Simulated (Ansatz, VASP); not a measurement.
# P (dimer P chain) in two plane-wave programs

Aim: how closely do two programs agree when they are given the same cell, functional and k mesh? The structure shown is the start of the Ansatz relaxation below; VASP solves that cell, so the two are compared at the walk's first step.

Method: plane waves, with VASP 6.6.1 beside it; single point at PBE, single point at LDA and single point at PBEsol, in Ansatz 0.2.0.

**1. The structure**

The cell holds 2 atoms: 2 P. Cell: a = 7.500 Å, b = 7.500 Å, c = 4.066 Å, α = 90.0°, β = 90.0°, γ = 90.0°. Vacuum lies along a and b. The structure's axis is c.

**2. Ansatz: relaxation, PBE**

Ansatz runs on its default PAW (the set named soft_2) files.

The two programs are compared at the cell with which this relaxation starts, whose forces are those of its first step.

Input file input.yaml:

```yaml
crystal:
  lattice:
    - [7.5, 0.0, 0.0]
    - [0.0, 7.5, 0.0]
    - [0.0, 0.0, 4.066]
  atoms:
    - { symbol: P, position: [0.5, 0.5, 0.0] }
    - { symbol: P, position: [0.5, 0.5, 0.45] }
kpoints:
  mp_grid: { grid: [1, 1, 20] }
scf:
  occupations: { method: fermi_dirac, width: 0.05 }
hamiltonian:
  xc: pbe
relax:
  cell: { fix: [a, b, alpha, beta, gamma] }
  max_steps: 60
```

Command:

```
ansatz run input.yaml --threads 4 --pin off --max-ram 8192MiB --backend cpu --events-out ev --progress --plain --runs-dir out
```

Numbers of over 12 decimals in the logs are rounded to 6 here.

Output:

```text
Engine: ansatz 0.2.0, aarch64-unknown-linux-gnu
Pseudopotentials: kind: paw
Pseudopotential: P, paw, valence charge 5, recommended cutoff 420 eV (normal), P.paw.azcp
Functional definition: PBE
  parameter kappa = 0.804
  parameter beta = 0.066725
  exchange = pbe_x(kappa = kappa, mu = beta*pi^2/3)
  correlation = pbe_c(beta = beta)
Crystal: 2 atoms, lattice volume = 228.712 Å³
Basis set: ecut = 420 eV, 4469 PW (Γ), exchange–correlation on 108×108×60 points (8 copies of the dense FFT grid, shifted against one another)
Bands: 9, of which v1, the nominal top of the filled ones, is band 5 counted from 1 (4 counted from 0)
Symmetry: 16 space group operations
Space group: P4/mmm (ITA 123), of the structure as read, at distance tolerance 6.1e-5 Å
k-points: 11 of 20
Non-local potential: P, projectors of the file, l = 0: 2, l = 1: 2, l = 2: 2
PAW form: soft (Blöchl's): semilocal exchange-correlation on the pseudo side does not see the compensation charge
PAW one-centre angular grid: P, 110 points (default); XC on 64 Gauss nodes
Initial density: superposition of atomic densities (neutral atoms: chi_scale 0, normalization atom), corrected by the library's trained network
Initial wavefunctions: pseudopotential atomic-orbital guess
Functional: x = pbe(κ = 0.804, μ = 0.219515), c = pbe(β = 0.066725)
SCF iter   1: F=—  HF=-1508.370872 eV  |F-HF|=—  |Δ(HF+E_count)|=         —  Δρ=3.02e-3  dr2=2.10e-2  ethr=1.77e-3  ⟨swp⟩=8.6  Hψ=959  notcnv=0
preconditioner: auto → LDOS  [metal: Δε(μ)=0.110 eV  Ē_g=7.160 eV  σ=0.050 eV  W_gap=0.48  n_scr=10 (ndim 8)  ℏωp=6.9 eV  f_vac=0.650  D(μ)=2.40/eV (n_scr^D=8)  β→1.0]
SCF iter   2: F=—  HF=-1508.381045 eV  |F-HF|=—  |Δ(HF+E_count)|=   1.02e-2  Δρ=1.43e-3  dr2=8.12e-3  ethr=2.10e-4  ⟨swp⟩=4.6  Hψ=350  notcnv=0
SCF iter   3: F=—  HF=-1508.378931 eV  |F-HF|=—  |Δ(HF+E_count)|=   2.11e-3  Δρ=4.77e-4  dr2=1.02e-3  ethr=8.12e-5  ⟨swp⟩=2.7  Hψ=199  notcnv=0
SCF iter   4: F=—  HF=-1508.378667 eV  |F-HF|=—  |Δ(HF+E_count)|=   2.63e-4  Δρ=8.49e-5  dr2=2.16e-5  ethr=1.02e-5  ⟨swp⟩=2.5  Hψ=194  notcnv=0
SCF iter   5: F=—  HF=-1508.378678 eV  |F-HF|=—  |Δ(HF+E_count)|=   1.10e-5  Δρ=1.59e-5  dr2=7.91e-7  ethr=2.16e-7  ⟨swp⟩=2.7  Hψ=180  notcnv=0
SCF iter   6: F=-1508.378679 eV  HF=-1508.378679 eV  |F-HF|=3.44e-8  |Δ(HF+E_count)|=   6.64e-7  Δρ=3.28e-6  dr2=4.59e-8  ethr=1.00e-9  ⟨swp⟩=6.0  Hψ=394  notcnv=0
SCF 1 converged in 6 iterations: F = -1508.378679 eV  dr2 = 4.59e-8
  greatest PAW one-centre occupation: 0.826 electrons in one spin orbital (limit 2), on the P atom at site 1 (counted from 0), in its partial waves of l = 0
relax step   1: F+E_penalty+E_count = -1508.37867906 eV  Δ(F+E_penalty+E_count) = +0.000e0 eV  max|allowed force component| = 6.187e0 eV/Å  Δτ_max = 0.0000 Å  P = +2.810 GPa  Ω = 228.712 Å³  fix = [a, b, alpha, beta, gamma]  reactions: a +0.082, b +0.082 GPa  (6 SCF iters, dr2 threshold 1.00e-7 eV, accepted)
[...]
relax step   4: F+E_penalty+E_count = -1509.01349503 eV  Δ(F+E_penalty+E_count) = -4.136e-2 eV  max|allowed force component| = 2.781e-3 eV/Å  Δτ_max = 0.0027 Å  P = +0.144 GPa  Ω = 235.259 Å³  energy of the carried Pulay correction = -1.510e-4 eV  fix = [a, b, alpha, beta, gamma]  reactions: a +0.087, b +0.087 GPa  (6 SCF iters, dr2 threshold 2.00e-7 eV, accepted)
[...]
relax step   5: F+E_penalty+E_count = -1509.01437587 eV  Δ(F+E_penalty+E_count) = -8.808e-4 eV  max|allowed force component| = 6.889e-5 eV/Å  Δτ_max = 0.0001 Å  P = +0.105 GPa  Ω = 235.995 Å³  energy of the carried Pulay correction = -1.677e-4 eV  fix = [a, b, alpha, beta, gamma]  reactions: a +0.087, b +0.087 GPa  (4 SCF iters, dr2 threshold 1.67e-7 eV, accepted)
[...]
relax step   6: F+E_penalty+E_count = -1509.01476690 eV  Δ(F+E_penalty+E_count) = -3.910e-4 eV  max|allowed force component| = 6.881e-4 eV/Å  Δτ_max = 0.0000 Å  P = +0.076 GPa  Ω = 236.682 Å³  energy of the carried Pulay correction = -1.832e-4 eV  fix = [a, b, alpha, beta, gamma]  reactions: a +0.087, b +0.087 GPa  (5 SCF iters, dr2 threshold 4.83e-8 eV, accepted)
[...]
relax step   7: F+E_penalty+E_count = -1509.01483102 eV  Δ(F+E_penalty+E_count) = -6.411e-5 eV  max|allowed force component| = 5.514e-4 eV/Å  Δτ_max = 0.0000 Å  P = +0.059 GPa  Ω = 237.104 Å³  energy of the carried Pulay correction = -1.928e-4 eV  fix = [a, b, alpha, beta, gamma]  reactions: a +0.087, b +0.087 GPa  (5 SCF iters, dr2 threshold 6.99e-9 eV, accepted)
[...]
relax step   8: F+E_penalty+E_count = -1509.01523319 eV  Δ(F+E_penalty+E_count) = -4.022e-4 eV  max|allowed force component| = 5.573e-4 eV/Å  Δτ_max = 0.0000 Å  P = +0.063 GPa  Ω = 237.104 Å³  fix = [a, b, alpha, beta, gamma]  reactions: a +0.089, b +0.089 GPa  stress off target by 1.16e-2 GPa on what of the cell is left free  SCF on the basis re-selected at this cell (its energy is not comparable with the rows above)  (4 SCF iters)
basis re-selected at this cell: Δ(F+E_penalty+E_count) = -4.022e-4 eV, ΔP = +0.004 GPa vs the last step (what re-selecting the basis moved, of the pressure what is left beyond the Pulay correction that the steps carried, after the strain that the cell walked since its last selection, with what the two solves' SCF thresholds leave and, on support functions, any second-order correction that the steps lacked; it is no m [...]
SCF converged after 4 iterations
Free energy (F): -1509.015233 eV
Harris-Foulkes:  -1509.015233 eV  (|F-HF|=1.77e-11)
Internal energy: -1508.994431 eV  (E = F + TS)
E sigma→0 (E₀):  -1509.004832 eV
Entropy (-TS):   -0.020802 eV (-10.401 meV/atom)
Fermi energy:    -3.511645 eV
--- Per-component energies (eV) ---
  E_band       = -87.113074
  E_kinetic    = 135.643445
  E_local      = -643.126958  (includes V_loc(G=0)·N_el)
  E_nonlocal   = 68.332012
  E_hartree    = 241.731154
  E_xc         = -119.205143
  E_vxc        = -116.322903  (∫ρ·V_xc dr)
  E_paw        = -1138.699154  (= ΣΔE_a)
  E_vpaw       = -15.100985  (= ΣTr[D̂ρ^β])
  E_aug_tail   = 0.000007  (compensation charges beyond the density's cutoff)
  E_ewald      = -53.669794
  E_smearing   = -0.020802  (= −TS)
  E_closure    = -0.000000  (closes the sum)
  Σ components = -1509.015233   (vs F -1509.015233, Δ=0.00e0)
--- Forces (eV/Å), atoms counted from 1 ---
  atom   1  P      0.00000000     0.00000000     0.00055732
  atom   2  P      0.00000000     0.00000000    -0.00055732
  max |Σ_I F_I| component: 0.00e0 eV/Å
--- Stress (GPa, compression-positive) ---
        0.088770       0.000000       0.000000
        0.000000       0.088770       0.000000
        0.000000       0.000000       0.011644
  P = ⅓ Tr σ = 0.0631 GPa (0.631 kbar)
--- Relaxed structure (7 steps of the walk, 7 accepted, 1 SCFs on fresh bases) ---
  F+E_penalty+E_count = -1509.01523319 eV   max|allowed force component| = 5.573e-4 eV/Å   (the final SCF, on the basis selected at the relaxed cell)
  cell:  # Å, volume = 237.1039 Å³
    - [7.5, 0.0, 0.0]
    - [0.0, 7.5, 0.0]
    - [0.0, 0.0, 4.215180]
  atoms:
    - { symbol: P, position: [0.5, 0.5, -0.025006] }
    - { symbol: P, position: [0.5, 0.5, 0.475006] }
```

Reading the cycles: dr2 is the Hartree energy of the density residual (eV), the measure of convergence; HF is the Harris–Foulkes estimate of the energy, which meets the free energy F at convergence.

**3. VASP: single point, PBE, start cell**

The same cell, functional, mesh and smearing now go to VASP, with its own data sets.

Lines of VASP's logs that name or quote its potential files are left out, and so is its time.

Input file INCAR:

```
SYSTEM = P
PREC = Accurate
ENCUT = 400
EDIFF = 1E-06
NELM = 120
ISMEAR = -1
SIGMA = 0.05
LREAL = .FALSE.
ALGO = Normal
GGA = PE
NBANDS = 11
LORBIT = 11
LWAVE = .FALSE.
LCHARG = .FALSE.
ISIF = 2
LASPH = .TRUE.
GGA_COMPAT = .FALSE.
```

Input file POSCAR:

```
P
1.0
    7.5000000000      0.0000000000      0.0000000000
    0.0000000000      7.5000000000      0.0000000000
    0.0000000000      0.0000000000      4.0660000000
P
2
Direct
    0.5000000000      0.5000000000      0.0000000000
    0.5000000000      0.5000000000      0.4500000000
```

Input file KPOINTS:

```
Automatic mesh
0
Gamma
1 1 20
0 0 0
```

The projector-augmented-wave data sets are P (PBE family, release 64).

Command:

```
mpirun -np 1 vasp_std
```

Output:

```text
[banner, memory and clock lines left out]
running    1 mpi-ranks, on    1 nodes
 distrk:  each k-point on    1 cores,    1 groups
 distr:  one band on    1 cores,    1 groups

 POSCAR found type information on POSCAR P
 POSCAR found :  1 types and       2 ions
 LDA part: xc-table for (Slater+PW92), standard interpolation
 POSCAR, INCAR and KPOINTS ok, starting setup
 FFT: planning ... GRIDC
 FFT: planning ... GRID_SOFT
 FFT: planning ... GRID
 WAVECAR not read
 entering main loop
       N       E                     dE             d eps       ncg     rms          rms(c)
DAV:   1     0.498603232424E+02    0.49860E+02   -0.26475E+03   242   0.479E+02
DAV:   2    -0.373620047562E+01   -0.53597E+02   -0.51659E+02   384   0.953E+01
DAV:   3    -0.826878370160E+01   -0.45326E+01   -0.44552E+01   324   0.346E+01
DAV:   4    -0.834415171788E+01   -0.75368E-01   -0.75264E-01   355   0.539E+00
DAV:   5    -0.834494524831E+01   -0.79353E-03   -0.79293E-03   348   0.487E-01    0.949E+00
DAV:   6    -0.784958114827E+01    0.49536E+00   -0.11274E+00   287   0.486E+00    0.449E+00
DAV:   7    -0.779148512205E+01    0.58096E-01   -0.40997E-01   317   0.307E+00    0.180E+00
DAV:   8    -0.778486213130E+01    0.66230E-02   -0.20566E-02   293   0.894E-01    0.801E-01
DAV:   9    -0.778344376747E+01    0.14184E-02   -0.49736E-03   301   0.369E-01    0.213E-01
DAV:  10    -0.778358021159E+01   -0.13644E-03   -0.64972E-04   269   0.167E-01    0.400E-02
DAV:  11    -0.778406858655E+01   -0.48837E-03   -0.27855E-04   254   0.858E-02    0.481E-02
DAV:  12    -0.778456647993E+01   -0.49789E-03   -0.17551E-04   254   0.711E-02    0.154E-02
DAV:  13    -0.778470002381E+01   -0.13354E-03   -0.10543E-05   315   0.210E-02    0.563E-03
DAV:  14    -0.778478711526E+01   -0.87091E-04   -0.47595E-06   283   0.121E-02    0.655E-03
DAV:  15    -0.778479913851E+01   -0.12023E-04   -0.66056E-07   315   0.424E-03    0.125E-03
DAV:  16    -0.778481005315E+01   -0.10915E-04   -0.89115E-07   277   0.460E-03    0.245E-03
DAV:  17    -0.778481017029E+01   -0.11714E-06   -0.13253E-08   336   0.587E-04
   1 F= -.77848102E+01 E0= -.77761423E+01  d E =-.173357E-01
```

OUTCAR, selected parts (step 3):

```text
ion  position               nearest neighbor table
   1  0.500  0.500  0.000-   2 1.83   2 2.24
   2  0.500  0.500  0.450-   1 1.83   1 2.24

  LATTYP: Found a simple tetragonal cell.
 ALAT       =     7.5000000000
 C/A-ratio  =     0.5421333333

 Subroutine GETGRP returns: Found 16 space group operations
 (whereof  8 operations were pure point group operations)

The static configuration has the point symmetry C_4v.
 The point group associated with its full space group is D_4h.

 Found     11 irreducible k-points:

   k-points           NKPTS =     11   k-points in BZ     NKDIM =     11   number of bands    NBANDS=     11

   dimension x,y,z NGX =    50 NGY =   50 NGZ =   28
   dimension x,y,z NGXF=   100 NGYF=  100 NGZF=   56

   ENCUT  =  400.0 eV  29.40 Ry    5.42 a.u.  12.23 12.23  6.63*2*pi/ulx,y,z

   NELECT =      10.0000    total number of electrons

 k-points in reciprocal lattice and weights: Automatic mesh
   0.00000000  0.00000000  0.00000000       0.050
   0.00000000  0.00000000  0.05000000       0.100
   0.00000000  0.00000000  0.10000000       0.100
   0.00000000  0.00000000  0.15000000       0.100
   0.00000000  0.00000000  0.20000000       0.100
   0.00000000  0.00000000  0.25000000       0.100
   0.00000000  0.00000000  0.30000000       0.100
   0.00000000  0.00000000  0.35000000       0.100
   0.00000000  0.00000000  0.40000000       0.100
   0.00000000  0.00000000  0.45000000       0.100
   0.00000000  0.00000000  0.50000000       0.050

 average (electrostatic) potential at core
       1 -92.0673       2 -92.0672

 E-fermi :  -3.2453

 k-point     1 :       0.0000    0.0000    0.0000
  band No.  band energies     occupation
      1     -16.8693      2.00000
      2      -9.5145      2.00000
      3      -7.0409      2.00000
      4      -6.5980      2.00000
      5      -6.5980      2.00000
      6       0.1509      0.00000
      7       0.4881      0.00000
      8       0.4881      0.00000
      9       1.8594      0.00000
     10       2.7895      0.00000
    ...

 k-point     2 :       0.0000    0.0000    0.0500
  band No.  band energies     occupation
      1     -16.8511      2.00000
      2      -9.7125      2.00000
      3      -6.8117      2.00000
      4      -6.5790      2.00000
      5      -6.5790      2.00000
      6       0.1720      0.00000
      7       0.2931      0.00000
      8       0.2931      0.00000
      9       1.8819      0.00000
     10       2.8117      0.00000
    ...

 k-point     3 :       0.0000    0.0000    0.1000
  band No.  band energies     occupation
      1     -16.7966      2.00000
      2     -10.1690      2.00000
      3      -6.5224      2.00000
      4      -6.5224      2.00000
      5      -6.2620      2.00000
      6      -0.1655      0.00000
      7      -0.1655      0.00000
      8       0.2352      0.00000
      9       1.9494      0.00000
     10       2.8783      0.00000
    ...

  Total        0.1135486      0.1135486     11.3742939      0.0000000      0.0000000      0.0000000
  in kB        0.7954309      0.7954309     79.6792298      0.0000000      0.0000000      0.0000000
  external PRESSURE =      27.0900305 kB  Pullay stress =       0.0000000 kB

  energy-cutoff  :      400.00
  volume of cell :      228.71
      direct lattice vectors                 reciprocal lattice vectors
     7.500000000  0.000000000  0.000000000     0.133333333  0.000000000  0.000000000
     0.000000000  7.500000000  0.000000000     0.000000000  0.133333333  0.000000000
     0.000000000  0.000000000  4.066000000     0.000000000  0.000000000  0.245941958

 POSITION                                       TOTAL-FORCE (eV/Angst)
 -----------------------------------------------------------------------------------
      3.75000      3.75000      0.00000         0.000000      0.000000     -6.064690
      3.75000      3.75000      1.82970         0.000000     -0.000000      6.064690
 -----------------------------------------------------------------------------------
    total drift:                                0.000000     -0.000000      0.000012

  FREE ENERGIE OF THE ION-ELECTRON SYSTEM (eV)
  ---------------------------------------------------
  free  energy   TOTEN  =        -7.7848101703 eV

  energy  without entropy=       -7.7674744666  energy(sigma->0) =       -7.77614232

 total charge
# of ion       s       p       d       tot
------------------------------------------
    1        1.115   1.437   0.000   2.553
    2        1.115   1.437   0.000   2.553
--------------------------------------------------
tot          2.231   2.875   0.000   5.105

[... 3 further parts left out ...]
```

**4. Side by side**

Known differences besides the potentials themselves: the cutoff is 420 eV in Ansatz and 400 eV in VASP. Total energies have different zeros and are not compared.

Forces (eV/Å; atoms numbered as in POSCAR):

| atom | Ansatz x, y, z | VASP x, y, z |
| --- | --- | --- |
| P1 | 0.000, 0.000, -6.187 | 0.000, 0.000, -6.065 |
| P2 | 0.000, 0.000, 6.187 | 0.000, 0.000, 6.065 |

The forces differ by 71 meV/Å r.m.s., which is 2.0 % of the r.m.s. force of 3.501 eV/Å (both taken over all components).

**5. Ansatz: relaxation, LDA**

The two programs are compared at the cell with which this relaxation starts, whose forces are those of its first step.

The structure compared here is the start of the Ansatz relaxation; VASP solves that cell, so the two are compared at the walk's first step.

input.yaml, the sections that differ from step 2:

```yaml
crystal:
  lattice:
    - [7.5, 0.0, 0.0]
    - [0.0, 7.5, 0.0]
    - [0.0, 0.0, 4.066]
  atoms:
    - { symbol: P, position: [0.5, 0.5, 0.0], spin: 0.3 }
    - { symbol: P, position: [0.5, 0.5, 0.45], spin: 0.3 }
magnetization:
  spin_polarized: true
hamiltonian:
  xc: lda
# kpoints, scf, relax: as in step 2
```

Command:

```
ansatz run input.yaml --threads 4 --pin off --max-ram 8192MiB --backend cpu --events-out ev --progress --plain --runs-dir out
```

Output:

```text
[...]
Crystal: 2 atoms, lattice volume = 228.712 Å³
Basis set: ecut = 420 eV, 4469 PW (Γ)
Bands: 10, of which v1, the nominal top of the filled ones, is band 5 counted from 1 (4 counted from 0)
Symmetry: 16 space group operations
[...]
k-points: 11 of 20
[...]
Starting moments: Σ|m| = 0.6 μB on 2 of 2 sites
[...]
0.000000       0.086477       0.000000
        0.000000       0.000000       0.039884
  P = ⅓ Tr σ = 0.0709 GPa (0.709 kbar)
--- Relaxed structure (5 steps of the walk, 5 accepted, 1 SCFs on fresh bases) ---
[...]
cell:  # Å, volume = 232.8933 Å³
    - [7.5, 0.0, 0.0]
    - [0.0, 7.5, 0.0]
    - [0.0, 0.0, 4.140325]
  atoms:
    - { symbol: P, position: [0.5, 0.5, -0.025036] }
    - { symbol: P, position: [0.5, 0.5, 0.475036] }
[key lines of the parts left out:]
SCF converged after 5 iterations
Magnetization: 0.0000 μB (5.0000 up, 5.0000 down)
Free energy (F): -1449.014085 eV
Fermi energy:    -3.607560 eV
```

**6. VASP: single point, LDA, start cell**

The same cell, functional (in two slightly different forms), mesh and smearing now go to VASP, with its own data sets.

INCAR: that of step 3 with these lines changed.

```diff
@@ -4,3 +4,3 @@
 EDIFF = 1E-06
-NELM = 120
+NELM = 200
 ISMEAR = -1
@@ -9,4 +9,6 @@
 ALGO = Normal
-GGA = PE
-NBANDS = 11
+GGA = CA
+NBANDS = 12
+ISPIN = 2
+MAGMOM = 0 0
 LORBIT = 11
```

POSCAR is that of step 3.

KPOINTS is that of step 3.

The projector-augmented-wave data sets are P (LDA family, release 64).

Command:

```
mpirun -np 1 vasp_std
```

Output:

```text
[banner, memory and clock lines left out]
running    1 mpi-ranks, on    1 nodes
[...]
LDA part: xc-table for (Slater(with rela. corr.)+CA(PZ))
 , standard interpolation
 POSCAR, INCAR and KPOINTS ok, starting setup
[...]
entering main loop
       N       E                     dE             d eps       ncg     rms          rms(c)
DAV:   1     0.475297793763E+02    0.47530E+02   -0.26833E+03   528   0.444E+02
DAV:   2    -0.406375343690E+01   -0.51594E+02   -0.49451E+02   800   0.914E+01
DAV:   3    -0.909388727473E+01   -0.50301E+01   -0.49347E+01   720   0.340E+01
DAV:   4    -0.918344993485E+01   -0.89563E-01   -0.89445E-01   772   0.562E+00
[...]
DAV:  17    -0.858788179616E+01   -0.87012E-05   -0.47623E-07   644   0.300E-03    0.221E-03
DAV:  18    -0.858788352639E+01   -0.17302E-05   -0.10949E-07   684   0.152E-03    0.115E-03
DAV:  19    -0.858788369475E+01   -0.16837E-06   -0.14511E-08   692   0.566E-04
   1 F= -.85878837E+01 E0= -.85789123E+01  d E =-.179428E-01  mag=     0.0000
```

OUTCAR, selected parts (step 6):

```text
  Total        0.1112120      0.1112120      9.7707075      0.0000000      0.0000000      0.0000000
  in kB        0.7790624      0.7790624     68.4457827      0.0000000      0.0000000      0.0000000
  external PRESSURE =      23.3346358 kB  Pullay stress =       0.0000000 kB

 POSITION                                       TOTAL-FORCE (eV/Angst)
 -----------------------------------------------------------------------------------
      3.75000      3.75000      0.00000         0.000000      0.000000     -5.731215
      3.75000      3.75000      1.82970        -0.000000     -0.000000      5.731215
 -----------------------------------------------------------------------------------
    total drift:                                0.000000     -0.000000      0.000013

  FREE ENERGIE OF THE ION-ELECTRON SYSTEM (eV)
  ---------------------------------------------------
  free  energy   TOTEN  =        -8.5878836948 eV

  energy  without entropy=       -8.5699409254  energy(sigma->0) =       -8.57891231

 magnetization (x)
# of ion       s       p       d       tot
------------------------------------------
    1       -0.000  -0.000   0.000  -0.000
    2       -0.000  -0.000   0.000  -0.000
--------------------------------------------------
tot         -0.000  -0.000   0.000  -0.000

[... 1 part as in an earlier step ...]

[... 2 further parts left out ...]
[key lines of the parts left out:]
E-fermi :  -3.3935
```

(Continued in part 2 of 2.)

[Lines on the potential files, build, host, timing and source positions are cut from VASP's logs without a mark.]

[Logs are printed without paths, hosts, clocks, repeated set-up lines and the standing remarks that a program may print on its own settings, such as how far it seeks lower states.]

[Hosts, paths, dates, database ids (printed as entryN), source tags and the programs' standing remarks are cut or masked in the printed files.]
